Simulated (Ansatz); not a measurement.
An Ansatz input:

```yaml
crystal:
  lattice:
    - [0.0, 2.6062140319, 2.6062140319]
    - [2.6062140319, 0.0, 2.6062140319]
    - [2.6062140319, 2.6062140319, 0.0]
  atoms:
    - { symbol: Tl, position: [0.0, 0.0, 0.0] }
hamiltonian:
  xc: blyp
  pseudopotentials:
    kind: paw
    azcp:
      Tl: "pseudopotentials/Tl.paw.azcp"
basis:
  ecutwfc: 420
  fft_grid_basis: typed
kpoints:
  mp_grid: { grid: [17, 17, 17], shift: [0, 0, 0] }
magnetization:
  spin_polarized: false
scf:
  occupations: { method: fermi_dirac, width: 0.1 }
output:
  write_density: true
  write_potential: true
  elf: true
  volumetric_format: npy
```

Terminal output

```
Engine: ansatz 0.2.0, x86_64-unknown-linux-gnu
Pseudopotentials: kind: paw
Pseudopotential: Tl, paw, valence charge 13, recommended cutoff 420 eV (normal) 
Functional definition: BLYP
  parameter beta = 0.0042
  parameter a = 0.04918
  parameter b = 0.132
  parameter c = 0.2533
  parameter d = 0.349
  exchange = b88_x(beta = beta)
  correlation = lyp_c(a = a, b = b, c = c, d = d)
Crystal: 1 atoms, lattice volume = 35.405 Å³
Basis set: ecut = 420 eV, 701 PW (Γ), exchange–correlation on 50×50×50 points (8 copies of the dense FFT grid, shifted against one another)
Bands: 11, of which v1, the nominal top of the filled ones, is band 7 counted from 1 (6 counted from 0)
Symmetry: 48 space group operations
Space group: Fm-3m (ITA 225), of the structure as read, at distance tolerance 3.3e-5 Å
k-points: 165 of 4913
Non-local potential: Tl, projectors of the file, l = 0: 2, l = 1: 2, l = 2: 2, l = 3: 1
PAW form: soft (Blöchl's): semilocal exchange-correlation on the pseudo side does not see the compensation charge
PAW frozen core: Tl, regenerated for the run's functional, and the local potential with it (the file was generated under x = pbe(κ = 0.804, μ = 0.2195149727645171), c = pbe(β = 0.06672455060314922))
PAW one-centre angular grid: Tl, 590 points (default); XC on 64 Gauss nodes
Initial density: superposition of atomic densities (neutral atoms: chi_scale 0, normalization atom), corrected by the library's trained network
Initial wavefunctions: pseudopotential atomic-orbital guess
Functional: x = b88, c = lyp
SCF iter   1: F=—  HF=-11472.035533 eV  |F-HF|=—  |Δ(HF+E_count)|=         —  Δρ=4.88e-3  dr2=5.80e-3  ethr=1.77e-3  ⟨swp⟩=5.6  Hψ=11555  notcnv=0
SCF iter   2: F=—  HF=-11472.035186 eV  |F-HF|=—  |Δ(HF+E_count)|=   3.47e-4  Δρ=2.55e-3  dr2=1.86e-3  ethr=4.46e-5  ⟨swp⟩=1.7  Hψ=3650  notcnv=0
SCF iter   3: F=—  HF=-11472.035941 eV  |F-HF|=—  |Δ(HF+E_count)|=   7.56e-4  Δρ=4.33e-4  dr2=6.84e-5  ethr=1.43e-5  ⟨swp⟩=2.3  Hψ=2149  notcnv=0
SCF iter   4: F=—  HF=-11472.035994 eV  |F-HF|=—  |Δ(HF+E_count)|=   5.25e-5  Δρ=5.46e-5  dr2=1.75e-6  ethr=5.26e-7  ⟨swp⟩=2.0  Hψ=2048  notcnv=0
iter 5 did not close the SCF: its close was put off for the readings that it lacked (scf_convergence_deferred on its scf_iter line)
SCF iter   5: F=-11472.035993 eV  HF=-11472.035993 eV  |F-HF|=1.57e-7  |Δ(HF+E_count)|=   6.38e-7  Δρ=2.14e-5  dr2=9.73e-8  ethr=1.35e-8  ⟨swp⟩=2.4  Hψ=2923  notcnv=0
SCF iter   6: F=-11472.035993 eV  HF=-11472.035993 eV  |F-HF|=9.22e-10  |Δ(HF+E_count)|=   1.81e-7  Δρ=3.55e-6  dr2=5.32e-9  ethr=7.48e-10  ⟨swp⟩=1.8  Hψ=5450  notcnv=0
SCF 1 converged in 6 iterations: F = -11472.035993 eV  dr2 = 5.32e-9
SCF converged after 6 iterations
Free energy (F): -11472.035993 eV
Harris-Foulkes:  -11472.035993 eV  (|F-HF|=9.22e-10)
Internal energy: -11472.009791 eV  (E = F + TS)
E sigma→0 (E₀):  -11472.022892 eV
Entropy (-TS):   -0.026202 eV (-26.202 meV/atom)
Fermi energy:    8.121625 eV
--- Per-component energies (eV) ---
  E_band       = -20.506614
  E_kinetic    = 331.988964
  E_local      = -995.520983  (includes V_loc(G=0)·N_el)
  E_nonlocal   = 315.496489
  E_hartree    = 367.753504
  E_xc         = -227.621753
  E_vxc        = -138.498079  (∫ρ·V_xc dr)
  E_paw        = -10193.688047  (= ΣΔE_a)
  E_vpaw       = -269.481933  (= ΣTr[D̂ρ^β])
  E_aug_tail   = 0.000030  (compensation charges beyond the density's cutoff)
  E_ewald      = -1070.273346
  E_core_change = -0.144651  (= ΣΔE_core)
  E_smearing   = -0.026202  (= −TS)
  E_closure    = -0.000000  (closes the sum)
  Σ components = -11472.035993   (vs F -11472.035993, Δ=0.00e0)
--- Band table (eV; the first three rows and the last of 165) ---
  k-point 0: bands = ["-3.3612", "-3.3612", "-3.3612", "-3.2042", "-3.2042", "-0.7157", "16.3968", "16.3968", "16.3968", "18.9724", "20.2502"]
  k-point 1: bands = ["-3.3618", "-3.3555", "-3.3555", "-3.2048", "-3.2048", "-0.6560", "15.6685", "16.3252", "16.3252", "18.8064", "20.6044"]
  k-point 2: bands = ["-3.3646", "-3.3413", "-3.3413", "-3.2047", "-3.2047", "-0.4762", "14.1781", "16.1316", "16.1316", "18.5744", "21.2082"]
  k-point 164: bands = ["-3.3668", "-3.3290", "-3.2793", "-3.1574", "-3.0235", "3.8321", "8.4146", "8.8629", "10.3345", "19.5430", "20.6657"]
```
